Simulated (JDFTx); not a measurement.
Here is a JDFTx 1.7.0 (patched build) calculation.

File MgO.in:

```
lattice \
    0.0000000000     3.9627583152     3.9627583152 \
    3.9627583152     0.0000000000     3.9627583152 \
    3.9627583152     3.9627583152     0.0000000000
coords-type Lattice
ion Mg     0.0000000000     0.0000000000     0.0000000000 1
ion O      0.5000000000     0.5000000000     0.5000000000 1

ion-species pseudo/Mg.upf
ion-species pseudo/O.upf
elec-cutoff 42 336
elec-ex-corr lda-PW
kpoint-folding 11 11 11
elec-smearing Fermi 0.0018374661
elec-n-bands 14
electronic-SCF nIterations 100 energyDiffThreshold 1e-09
electronic-minimize nIterations 30 energyDiffThreshold 1e-7
converge-empty-states yes
forces-output-coords Cartesian

dump-name run.$VAR
dump End Ecomponents EigStats BandEigs Kpoints Forces Stress ElecDensity
```

Potentials or basis: PseudoDojo-SR-LDA-0.4.1-standard.

Command:

```sh
$ jdftx -c 1 -i MgO.in -o MgO.out
```

Estimate the band gap on the k mesh.

4.82 eV, direct.

Predict the Loewdin charges.

Mg +1.52; O -1.36 e.

Predict the pressure.

-4.0 GPa.

**The experiment to reproduce.**

From “Electronic structure of alkaline earth and post-transition metal oxides”, 2009, arxiv:0908.1581, for a bulk crystal of MgO: band gap 7.83 eV.

Measured gap of MgO: 7.83 eV (quoted in “Electronic structure of alkaline earth and post-transition metal oxides”, 2009, arxiv:0908.1581). This calculation gives 4.82 eV (-3.01 eV). The value is that of LDA, without temperature or zero-point motion. Semilocal functionals fall short of measured gaps as a rule. The cell is a database's relaxed one, not the measured one, which moves gaps too.
